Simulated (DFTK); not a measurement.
TiC:

```
CELL_PARAMETERS angstrom
0.00000 2.16572 2.16572
2.16572 0.00000 2.16572
2.16572 2.16572 0.00000
ATOMIC_POSITIONS crystal
Ti 0.00000 0.00000 0.00000
C 0.50000 0.50000 0.50000
```

The cell is a database's computed one.

| Quantity | Value |
| --- | --- |
| Program | DFTK 0.8.2 |
| Task | single point |
| Functional | PBEsol |
| Potentials or basis | dojo.nc.sr.pbesol.v0_4_1.standard.upf (PBEsol) |
| Cutoff | 1143 eV |
| k mesh | 11 × 11 × 11 |
| Occupations | fermi-dirac, width 0.05 eV |
| Spin | no spin polarisation |

On this cell: pressure -6.5 GPa; largest force zero by symmetry; band gap on the k mesh none (metal or under the smearing width).

The same run follows on a disturbed copy (atoms moved at random, drawn with an rms of 0.05 Å):

```
Ti C
1.0
     0.00000    2.16572    2.16572
     2.16572    0.00000    2.16572
     2.16572    2.16572    0.00000
Ti C
1 1
Direct
  0.98208 0.02153 0.99282
  0.48439 0.50743 0.51417
```

Problem. What does the disturbed cell give?

Solution. The energy (extrapolated to zero smearing) moves by +8.4 meV/atom; pressure -6.1 GPa; largest force 0.553 eV/Å; band gap on the k mesh none (metal or under the smearing width).

Forces on the atoms (eV/Å):
```
Ti   0.148  0.476 -0.240
C   -0.148 -0.476  0.240
```

Stress tensor (GPa, compression positive):
```
-6.39 -0.13  0.07
-0.13 -5.70  0.21
 0.07  0.21 -6.26
```
